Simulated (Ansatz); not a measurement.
Input and command of a plane-wave DFT calculation in Ansatz:

```yaml
crystal:
  lattice:
    - [2.9193980238, 0.0, 0.0]
    - [-1.4596990119, 2.5282728524, 0.0]
    - [0.0, 0.0, 4.713]
  atoms:
    - { symbol: Ti, position: [0.6666666667, 0.3333333333, 0.27874] }
    - { symbol: Ti, position: [0.3333333333, 0.6666666667, 0.72126] }
    - { symbol: O, position: [0.0, 0.0, 0.0] }
basis:
  ecutwfc: 500
kpoints:
  mp_grid: { grid: [18, 18, 10] }
hamiltonian:
  xc: r2scan
scf:
  occupations: { method: gaussian, width: 0.1 }
  algorithm: direct_min
output:
  forces: true
  stress: true
  eigenvalues: true
```

```bash
ansatz run input.yaml --threads 1 --pin off --max-ram 2560MiB --backend cpu --events-out ev --progress --plain --runs-dir out
```

Processor: Intel(R) Xeon(R) 6975P-C (Granite Rapids), 1 thread, on a host shared with other jobs.

**Question.** Estimate time, memory and problem size.

**Answer.** About 46 s on 1 thread of Intel(R) Xeon(R) 6975P-C (Granite Rapids), on a shared host, peak memory 0.96 GiB. It solves 19 bands at 330 k points (the mesh reduced by symmetry) with about 881 plane waves, in 7 SCF iterations.
